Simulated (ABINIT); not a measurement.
Crystal: KBr.

```
Br K
1.0
     0.00000    3.30000    3.30000
     3.30000    0.00000    3.30000
     3.30000    3.30000    0.00000
Br K
1 1
Direct
  0.50000 0.50000 0.50000
  0.00000 0.00000 0.00000
```

Base run:

| Quantity | Value |
| --- | --- |
| Program | ABINIT 10.8.3 (patched build) |
| Functional | WC |
| Potentials or basis | JTH PAW PBE v2.0 |
| Cutoff | 435 eV |
| k mesh | 7 × 7 × 7 |
| Occupations | fermi-dirac, width 0.05 eV |
| Spin | spin-orbit coupling, no magnetisation |

Its results: band gap on the k mesh 4.19 eV, direct; pressure -0.2 GPa.

Question: The run is repeated on the same cell with these changes: functional from WC to PW91. What comes out?

Answer: Band gap on the k mesh 4.29 eV, direct; pressure 0.6 GPa.

PW91 binds less tightly than WC, so the same cell stands under more pressure.

Caveats: the PAW data sets were made with another functional, which shifts forces and pressure a little.

Not every run made on this cell is shown here.
